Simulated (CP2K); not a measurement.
HfN:

```
Hf N
1.0
     3.19047    0.00000    0.00000
     1.59523    2.76302    0.00000
     1.59523    0.92101    2.60500
Hf N
1 1
Direct
  0.00000 0.00000 0.00000
  0.50000 0.50000 0.50000
```

Base run:

| Item | Value |
| --- | --- |
| Program | CP2K 2026.2 |
| Functional | PBE |
| Potentials or basis | GTH_POTENTIALS Hf GTH-PADE-q12, N GTH-PADE-q5; DZVP-MOLOPT-SR-GTH basis |
| Density cutoff | 6123 eV |
| k mesh | 10 × 10 × 10 |
| Occupations | fermi-dirac, width 0.05 eV |
| Spin | no spin polarisation |

Its results: band gap on the k mesh none (metal or under the smearing width); pressure -8.3 GPa.

Question: The run is repeated on the same cell with these changes: potentials or basis from GTH_POTENTIALS Hf GTH-PADE-q12, N GTH-PADE-q5; DZVP-MOLOPT-SR-GTH basis to GTH_POTENTIALS Hf GTH-PBE-q12, N GTH-PBE-q5; DZVP-MOLOPT-SR-GTH basis; potentials from Hf GTH-PADE-q12 of GTH_POTENTIALS, N GTH-PADE-q5 of GTH_POTENTIALS to Hf GTH-PBE-q12 of GTH_POTENTIALS, N GTH-PBE-q5 of GTH_POTENTIALS. What comes out?

Answer: Band gap on the k mesh none (metal or under the smearing width); pressure 0.7 GPa.

Caveats: spin-orbit coupling is left out, which moves the levels of the heavy elements; the basis of atomic orbitals isn't converged, which shifts pressures, moduli and gaps; the potentials were made for another functional, which shifts forces and pressure (some runs).
